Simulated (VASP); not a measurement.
# PbTe in VASP: one cell, several levels of theory, part 3 of 3

The system is PbTe in the zincblende structure, a generated structure that needn't be the ground state.

VASP 6.6.1, plane waves, PAW.

## Step 6: PBE+SOC

File INCAR:

```
ENCUT = 520.000000
SIGMA = 0.020000
EDIFF = 1.00e-07
GGA = PE
PREC = Accurate
IBRION = -1
ISIF = 2
ISMEAR = -1
NBANDS = 31
NELM = 120
NSW = 0
LASPH = .TRUE.
LCHARG = .FALSE.
LWAVE = .FALSE.
LSORBIT = .TRUE.
GGA_COMPAT = .FALSE.
LREAL = .FALSE.
MAGMOM = 0.0 0.0 0.0 0.0 0.0 0.0
```

File KPOINTS:

```
KPOINTS created by Atomic Simulation Environment
0
Gamma
6 6 6
0 0 0
```

File KPOINTS_OPT:

```
special points
6
Reciprocal
0.0000000000 0.0000000000 0.0000000000 1
0.5000000000 0.0000000000 0.5000000000 1
0.5000000000 0.2500000000 0.7500000000 1
0.3750000000 0.3750000000 0.7500000000 1
0.5000000000 0.5000000000 0.5000000000 1
0.6250000000 0.2500000000 0.6250000000 1
```

File POSCAR:

```
Pb Te
 1.0000000000000000
     0.0000000000000000    3.6414940559225757    3.6414940559225757
     3.6414940559225757   -0.0000000000000000    3.6414940559225757
     3.6414940559225757    3.6414940559225757   -0.0000000000000000
 Pb  Te
   1   1
Cartesian
 -0.0000000000000000 -0.0000000000000000  0.0000000000000000
  1.8207470279612878  1.8207470279612878  1.8207470279612878
```

Launch:

```sh
$ mpirun -np 1 vasp_ncl
```

Printed to the terminal (iteration lines stand in OSZICAR):

```text
POSCAR found type information on POSCAR PbTe
 POSCAR found :  2 types and       2 ions
 LDA part: xc-table for (Slater+PW92), standard interpolation
 POSCAR, INCAR and KPOINTS ok, starting setup
 FFT: planning ... GRIDC
 FFT: planning ... GRID_SOFT
 FFT: planning ... GRID
 WAVECAR not read
 entering main loop
 Start KPOINTS_OPT (optional k-point list driver)
k-point batch [1-6\6]
```

OSZICAR:

```text
N       E                     dE             d eps       ncg     rms          rms(c)
DAV:   1     0.184088627469E+03    0.18409E+03   -0.83999E+03  1364   0.115E+03
DAV:   2     0.107189313794E+02   -0.17337E+03   -0.16710E+03  1420   0.320E+02
DAV:   3    -0.701894831569E+01   -0.17738E+02   -0.17358E+02  1739   0.121E+02
DAV:   4    -0.784442791872E+01   -0.82548E+00   -0.82440E+00  1674   0.312E+01
DAV:   5    -0.788272452468E+01   -0.38297E-01   -0.38295E-01  2024   0.628E+00    0.402E+00
DAV:   6    -0.771705257423E+01    0.16567E+00   -0.34203E-01  1890   0.370E+00    0.251E+00
DAV:   7    -0.771428655269E+01    0.27660E-02   -0.91567E-02  1617   0.134E+00    0.156E+00
DAV:   8    -0.771604198432E+01   -0.17554E-02   -0.39668E-03  1646   0.645E-01    0.720E-01
DAV:   9    -0.771799704956E+01   -0.19551E-02   -0.27963E-03  1754   0.514E-01    0.130E-01
DAV:  10    -0.771853673023E+01   -0.53968E-03   -0.45763E-04  1654   0.204E-01    0.487E-02
DAV:  11    -0.771890581944E+01   -0.36909E-03   -0.34767E-04  1647   0.110E-01    0.242E-02
DAV:  12    -0.771893853579E+01   -0.32716E-04   -0.29046E-05  1845   0.413E-02    0.145E-02
DAV:  13    -0.771894670769E+01   -0.81719E-05   -0.90996E-06  1595   0.278E-02    0.583E-03
DAV:  14    -0.771894770732E+01   -0.99963E-06   -0.97928E-07  1484   0.646E-03    0.184E-03
DAV:  15    -0.771894823188E+01   -0.52455E-06   -0.91643E-07  1419   0.575E-03    0.191E-03
DAV:  16    -0.771894828086E+01   -0.48978E-07   -0.18139E-08  1350   0.152E-03
   1 F= -.77189483E+01 E0= -.77189482E+01  d E =-.673491E-07  mag=    -0.0000    -0.0000     0.0000
       N       E                     dE             ncg
DAV:   1     0.379583243566E+03   -0.24787E+04      372
DAV:   2    -0.658663949948E+03   -0.10382E+04      393
DAV:   3    -0.761874312328E+03   -0.10321E+03      488
DAV:   4    -0.766350646007E+03   -0.44763E+01      459
DAV:   5    -0.766561961744E+03   -0.21132E+00      577
DAV:   6    -0.766564494630E+03   -0.25329E-02      498
DAV:   7    -0.766564581395E+03   -0.86765E-04      577
DAV:   8    -0.766564582825E+03   -0.14295E-05      490
DAV:   9    -0.766564582872E+03   -0.46996E-07      385
```

OUTCAR, selected sections:

```text
k-points           NKPTS =     22   k-points in BZ     NKDIM =     22   number of bands    NBANDS=     31

   NELECT =      20.0000    total number of electrons

   dimension x,y,z NGX =    40 NGY =   40 NGZ =   40
   dimension x,y,z NGXF=    80 NGYF=   80 NGZF=   80

  energy-cutoff  :      520.00
  volume of cell :       96.58
      direct lattice vectors                 reciprocal lattice vectors
     0.000000000  3.641494056  3.641494056    -0.137306279  0.137306279  0.137306279
     3.641494056  0.000000000  3.641494056     0.137306279 -0.137306279  0.137306279
     3.641494056  3.641494056  0.000000000     0.137306279  0.137306279 -0.137306279

 k-points in reciprocal lattice and weights: KPOINTS created by Atomic Simulation Env
   0.00000000  0.00000000  0.00000000       0.005
   0.16666667  0.00000000  0.00000000       0.019
  -0.16666667  0.00000000  0.00000000       0.019
   0.33333333  0.00000000  0.00000000       0.019
  -0.33333333  0.00000000  0.00000000       0.019
   0.50000000  0.00000000  0.00000000       0.019
   0.16666667  0.16666667  0.00000000       0.028
   0.33333333  0.16666667  0.00000000       0.056
[... 14 more k-points ...]

 E-fermi :   3.0899

 k-point     1 :       0.0000    0.0000    0.0000
  band No.  band energies     occupation
      1     -15.5273      1.00000
      2     -15.5273      1.00000
      3     -15.5273      1.00000
      4     -15.5273      1.00000
      5     -12.9845      1.00000
      6     -12.9845      1.00000
      7     -12.9657      1.00000
      8     -12.9657      1.00000
      9     -12.9657      1.00000
     10     -12.9657      1.00000
     11      -8.6014      1.00000
     12      -8.6014      1.00000
     13      -3.3762      1.00000
     14      -3.3762      1.00000
     15       0.6762      1.00000
     16       0.6762      1.00000
     17       1.5957      1.00000
     18       1.5957      1.00000
     19       1.5957      1.00000
     20       1.5957      1.00000
     21       3.3748      0.00000
     22       3.3748      0.00000
     23       4.7540      0.00000
     24       4.7540      0.00000
     25       4.7540      0.00000
     26       4.7540      0.00000
     27       6.9173      0.00000
     28       6.9173      0.00000
     29       9.8566      0.00000
     30       9.8566      0.00000
     31       9.8566      0.00000

 k-point     2 :       0.1667    0.0000    0.0000
  band No.  band energies     occupation
      1     -15.5275      1.00000
      2     -15.5273      1.00000
      3     -15.5273      1.00000
      4     -15.5267      1.00000
      5     -12.9846      1.00000
      6     -12.9846      1.00000
      7     -12.9673      1.00000
      8     -12.9673      1.00000
      9     -12.9651      1.00000
     10     -12.9636      1.00000
     11      -8.4625      1.00000
     12      -8.4625      1.00000
     13      -3.7837      1.00000
     14      -3.7837      1.00000
     15       0.6331      1.00000
     16       0.6331      1.00000
     17       1.3422      1.00000
     18       1.3422      1.00000
     19       1.4293      1.00000
     20       1.4391      1.00000
     21       3.8075      0.00000
     22       3.8075      0.00000
     23       4.8356      0.00000
     24       4.8356      0.00000
     25       5.0181      0.00000
     26       5.0184      0.00000
     27       7.8020      0.00000
     28       7.8020      0.00000
     29       9.2729      0.00000
     30       9.2929      0.00000
     31       9.2931      0.00000

[... the tables of k-points 3 to 22 left out ...]

  Total        0.3368295      0.3368295      0.3368295      0.0000000      0.0000000      0.0000000
  in kB        5.5879412      5.5879412      5.5879412      0.0000000      0.0000000      0.0000000
  external PRESSURE =       5.5879412 kB  Pullay stress =       0.0000000 kB

 POSITION                                       TOTAL-FORCE (eV/Angst)
 -----------------------------------------------------------------------------------
      0.00000      0.00000      0.00000        -0.000000     -0.000000     -0.000000
      1.82075      1.82075      1.82075         0.000000      0.000000      0.000000
 -----------------------------------------------------------------------------------
    total drift:                                0.000000      0.000000      0.000000

  FREE ENERGIE OF THE ION-ELECTRON SYSTEM (eV)
  ---------------------------------------------------
  free  energy   TOTEN  =        -7.7189482809 eV

  energy  without entropy=       -7.7189482135  energy(sigma->0) =       -7.71894825
```

Hardware: 1 MPI rank of Intel Xeon Platinum 8488C, shared host.

The levels at the points of KPOINTS_OPT are read from vasprun.xml.

Levels at the named points, in eV from the top of band v (v: the last filled band by count, c: the next):

```
point    v−2      v     c   c+2
    Γ  -1.42  -1.42  0.36  1.74
    X  -2.99  -0.82  0.32  3.79
    W  -2.99   0.00  0.97  2.27
    K  -2.76  -0.53  1.04  3.07
    L  -2.21  -1.96  1.63  2.49
    U  -2.76  -0.53  1.04  3.07
```

Gap with PBE+SOC: 0.32 eV, valence top at W, conduction bottom at X. Least direct gap: 0.89 eV. Pressure: 0.56 GPa; the forces vanish within 0.01 eV/Å.

## Step 7: What came out

The summary covers parts 1 to 3.

| level | gap (eV) | pressure (GPa) | Ansatz: gap (eV) | Ansatz: pressure (GPa) |
| --- | --- | --- | --- | --- |
| PBE | 0.59 | 0.53 | 0.59 | 0.55 |
| r2SCAN | 0.75 | 0.01 | 0.75 | 0.02 |
| LDA | 0.44 | -1.67 | 0.46 | -1.72 |
| PBEsol | 0.52 | -0.83 | 0.52 | -0.82 |
| PBE+SOC | 0.32 | 0.56 | 0.26 | 0.56 |

In words: The gap spans 0.32 eV (PBE+SOC) to 0.75 eV (r2SCAN). Spin-orbit coupling changes the PBE gap by -0.27 eV. Leaving spin-orbit runs aside: The pressure is highest with PBE (0.5 GPa) and lowest with LDA (-1.7 GPa), which orders the cells that they would relax to. The two programs agree on the gap within 0.08 eV, far less than the spread between functionals. Each program uses its own PAW datasets and cutoff. VASP's cell holds 20 valence electrons and Ansatz's 30. LDA means the Perdew–Zunger form in VASP and the Perdew–Wang form in Ansatz.
